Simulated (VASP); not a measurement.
Wanted: the native input for a VASP 6.6.1 run.

```
Task                   : relaxation of the atoms
Functional             : PBE
Dispersion             : D3(BJ)
Potentials or basis    : VASP PAW PBE potentials, release 64 (Sb)
Cutoff                 : 350 eV
k mesh                 : 9 × 9 × 9
Occupations            : gaussian, width 0.02 eV
Spin                   : no spin polarisation
Further INCAR settings : ALGO = Fast; EDIFF = 1e-07; IBRION = 2; EDIFFG = -0.002; NSW = 80
```

The structure of Sb lies in POSCAR:

```
Sb                                      
1.0
    2.1485108952      1.2404433438      3.6592384923
   -2.1485108952      1.2404433438      3.6592384923
    0.0000000000     -2.4808866876      3.6592384923
  Sb            
     2
Direct
     0.2361306927812166    0.2361306927812166    0.2361306927812166
     0.7638693072187834    0.7638693072187834    0.7638693072187834
```

The cell isn't the ideal one: a relaxed cell with its volume scaled by 0.98.

These files were run (other wordings do the same):

INCAR

```
SYSTEM = Sb
ALGO = Fast
EDIFF = 1E-7
EDIFFG = -0.002
ENCUT = 350
GGA = PE
IBRION = 2
ISIF = 2
ISMEAR = 0
IVDW = 12
LASPH = .TRUE.
LCHARG = .FALSE.
LREAL = .FALSE.
LWAVE = .FALSE.
NELM = 100
NSW = 80
PREC = Accurate
SIGMA = 0.02
```

KPOINTS

```
k-points
0
G
  9 9 9
  0 0 0
```

Potentials or basis: VASP PAW PBE potentials, release 64 (Sb).

Command:

```sh
$ cat potpaw_PBE.64/Sb/POTCAR > POTCAR
$ mpirun -np 1 vasp_std > vasp.out
```

It gave:

The energy gained by relaxing is 0.6 meV/atom. The ionic steps are 4 and the pressure after relaxing is 0.8 GPa. The band gap on the k mesh is none (metal or under the smearing width) and the dispersion energy per atom is -0.488 eV.

Caveat: pairwise dispersion overbinds metals, which lowers pressure and volume.

It took 43 s on 1 thread of Intel(R) Xeon(R) Platinum 8488C (Sapphire Rapids), with other jobs on the host, peak memory 0.17 GiB.
